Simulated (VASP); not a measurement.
From VASP inputs to Ansatz: C (strained diamond)

INCAR

```
IBRION = -1
ISIF = 2
ISMEAR = 0
LWAVE = .FALSE.
NELM = 120
EDIFF = 1E-7
NSW = 0
ALGO = Normal
LREAL = .FALSE.
NBANDS = 11
LELF = .TRUE.
SIGMA = 0.01
LCHARG = .TRUE.
ENCUT = 520
LASPH = .TRUE.
PREC = Accurate
METAGGA = R2SCAN
```

KPOINTS

```
KPOINTS created by Atomic Simulation Environment
0
Gamma
12 12 12
0 0 0
```

KPOINTS_OPT

```
special points
7
Reciprocal
0.0000000000 0.0000000000 0.0000000000 1
0.5000000000 0.0000000000 0.5000000000 1
0.6250000000 0.2500000000 0.6250000000 1
0.3750000000 0.3750000000 0.7500000000 1
0.5000000000 0.5000000000 0.5000000000 1
0.5000000000 0.2500000000 0.7500000000 1
0.3671870000 0.3671870000 0.0000000000 1
```

POSCAR

```
C
 1.0000000000000000
     0.0000000000000000    1.8335278667999999    1.7689115518000000
     1.8335278667999999    0.0000000000000000    1.7689115518000000
     1.8335278667999999    1.8335278667999999    0.0000000000000000
 C
   2
Cartesian
  0.0000000000000000  0.0000000000000000  0.0000000000000000
  0.9167639333999998  0.9167639333999998  0.8844557758999999
```

VASP ran with the recommended PBE PAW datasets (8 valence electrons in the cell).

Q: Translate these files to an Ansatz input.

A: 

```yaml
crystal:
  lattice:
    - [0.0, 1.8335278668, 1.7689115518]
    - [1.8335278668, 0.0, 1.7689115518]
    - [1.8335278668, 1.8335278668, 0.0]
  atoms:
    - { symbol: C, position: [0.0, 0.0, 0.0] }
    - { symbol: C, position: [0.25, 0.25, 0.25] }
kpoints:
  mp_grid: { grid: [12, 12, 12] }
  band_path:
    path:
      - [0.0, 0.0, 0.0]
      - [0.5, 0.0, 0.5]
      - [0.625, 0.25, 0.625]
      - [0.375, 0.375, 0.75]
      - [0.5, 0.5, 0.5]
      - [0.5, 0.25, 0.75]
      - [0.367187, 0.367187, 0.0]
    npoints: 1
hamiltonian:
  xc: r2scan
scf:
  occupations: { method: fixed }
  n_extra_bands: 4
output:
  forces: true
  stress: true
  eigenvalues: true
```

Other inputs would serve too.

```
                                VASP     Ansatz
gap between bands v and c    3.29 eV    3.31 eV
         least direct gap    5.05 eV    5.09 eV
                 pressure  -20.6 GPa  -21.5 GPa
```

Each program uses its own PAW datasets. VASP's cell holds 8 valence electrons and Ansatz's 8. Ansatz's stress includes a Pulay correction; VASP's doesn't.
